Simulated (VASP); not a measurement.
The system is Sb, a slab with vacuum.

```
CELL_PARAMETERS angstrom
4.30840 0.00000 0.00000
-2.15420 3.73118 0.00000
0.00000 0.00000 19.50673
ATOMIC_POSITIONS crystal
Sb 0.33333 0.66667 0.54046
Sb 0.00000 0.00000 0.45954
```

The slab is cut from a database's or a generator's crystal, which needn't be the stable form of the element.

Base run:

* Program: VASP 6.6.1
* Functional: PBE
* Potentials or basis: VASP PAW PBE potentials, release 64 (Sb)
* Cutoff: 520 eV
* k mesh: 12 × 12 × 1
* Occupations: gaussian, width 0.05 eV
* Spin: no spin polarisation

Its results: band gap on the k mesh 1.12 eV, indirect (least direct gap 1.15 eV).

Task: The run is repeated on the same cell with these changes: functional from PBE to HSE06; k mesh from 12 × 12 × 1 to 6 × 6 × 1. What comes out?

Result: Band gap on the k mesh 1.73 eV, direct.

Several settings changed at once, so the effect can't be laid on one alone.

Caveats: spin-orbit coupling is left out, which moves the levels of the heavy elements.

A k mesh can miss the band edges.

Not every run made on this cell is shown here.
